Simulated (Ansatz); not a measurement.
# VSi2: a prediction, then the measurements

The calculation used Ansatz 0.2.0, DFT PBEsol, scalar-relativistic, plane waves, PAW.

Cutoff 420 eV; k points 12×12×6 on the computed 9-atom cell (Γ-centred); Gaussian smearing, width 0.10 eV; no spin polarisation.

Relaxed structure, symmetry kept:

```cif
data_structure
_symmetry_space_group_name_H-M 'P6_422'
_symmetry_Int_Tables_number 181
_cell_length_a 4.5217
_cell_length_b 4.5217
_cell_length_c 6.3229
_cell_angle_alpha 90.000
_cell_angle_beta 90.000
_cell_angle_gamma 120.000
_cell_volume 111.96
loop_
_atom_site_label
_atom_site_type_symbol
_atom_site_symmetry_multiplicity
_atom_site_Wyckoff_symbol
_atom_site_fract_x
_atom_site_fract_y
_atom_site_fract_z
_atom_site_occupancy
V1 V 3 c 0.50000 0.00000 0.00000 1
Si1 Si 6 i 0.16325 0.32650 0.00000 1
```

```json
{
  "Space group": "P6_422 (No. 181)",
  "Volume per atom": "12.44 Å³",
  "Formation energy from the elements' standard states (uncorrected)": "-0.592 eV/atom",
  "Kohn–Sham band gap": "none (metal)",
  "Density of states at the Fermi level": "7.04 states/eV per cell",
  "Löwdin character within 0.5 eV of the Fermi level": "V 3d 82 %, Si 3p 11 %, unprojected 4 %",
  "Bulk modulus": "186 GPa",
  "Its pressure derivative": "4.3",
  "Bader charges (e)": "V (3 in the cell) 0.74, Si (6 in the cell) -0.37"
}
```

A ferromagnetic start lost its moments in a first run, so spin was left out; other magnetic orders weren't tried.

**What was measured.**

A printed reference work, other reports, for a bulk crystal of VSi2: lattice constant a 4.5726 Å; lattice constant c 6.3744 Å.

Against the measured lattice constant a of VSi2, 4.5726 Å (a printed reference work, other), the calculated 4.522 Å is off by -1.1 %. A measured lattice constant c of VSi2 is 6.3744 Å (a printed reference work, other); the calculated 6.323 Å misses it by -0.8 %. The calculation is for 0 K without zero-point motion.

Cost: 9 runs of about 19 core-minutes in all, on Intel Xeon 6975P-C (Granite Rapids) (shared hosts).